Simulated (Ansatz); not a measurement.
## Property card for ZrB₂

Level of theory: DFT PBE, scalar-relativistic, plane waves, PAW (Ansatz).

Plane waves to 420 eV, a k mesh through Γ of 18×18×12 on the computed 3-atom cell and Gaussian smearing (0.10 eV); no spin polarisation.

The structure is relaxed at this level of theory with its symmetry kept. Whether it is the stable form of this composition wasn't checked.

The structure is hexagonal, space group P6/mmm (No. 191). The conventional cell has a = 3.171 Å, b = 3.171 Å, c = 3.542 Å, α = 90.00°, β = 90.00°, γ = 120.00°. Zr (site symmetry 6/mmm) is surrounded by 12 B at 2.55 Å. B (site symmetry -6m2) is surrounded by 3 B at 1.83 Å.

* Volume per atom: 10.28 Å³
* Formation energy from the elements' standard states (uncorrected): -1.019 eV/atom
* Kohn–Sham band gap: none (metal)
* Density of states at the Fermi level: 0.29 states/eV per cell
* Löwdin character within 0.5 eV of the Fermi level: Zr 4d 72 %, B 2p 25 %
* Bulk modulus: 238 GPa
* Its pressure derivative: 3.9
* Bader charges (e): Zr (1 in the cell) 1.56, B (2 in the cell) -0.78